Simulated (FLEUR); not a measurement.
The system is GaN.

```
CELL_PARAMETERS angstrom
0.00000 2.25350 2.25350
2.25350 0.00000 2.25350
2.25350 2.25350 0.00000
ATOMIC_POSITIONS crystal
Ga 0.00000 0.00000 0.00000
N 0.25000 0.25000 0.25000
```

The cell is a database's computed one.

Base run:

```yaml
Program: FLEUR MaX-R8.1 (later development tree)
Functional: AM05
Potentials_or_basis: all-electron
Basis: FLAPW
Kmax: 5.05 1/bohr
k_mesh: 10 × 10 × 10
Occupations: fermi-dirac, width 0.05 eV
Spin: no spin polarisation
```

Its results: band gap on the k mesh 1.77 eV, direct.

Question: The run is repeated on the same cell with these changes: functional from AM05 to BLYP. What comes out?

Answer: Band gap on the k mesh 1.83 eV, direct.
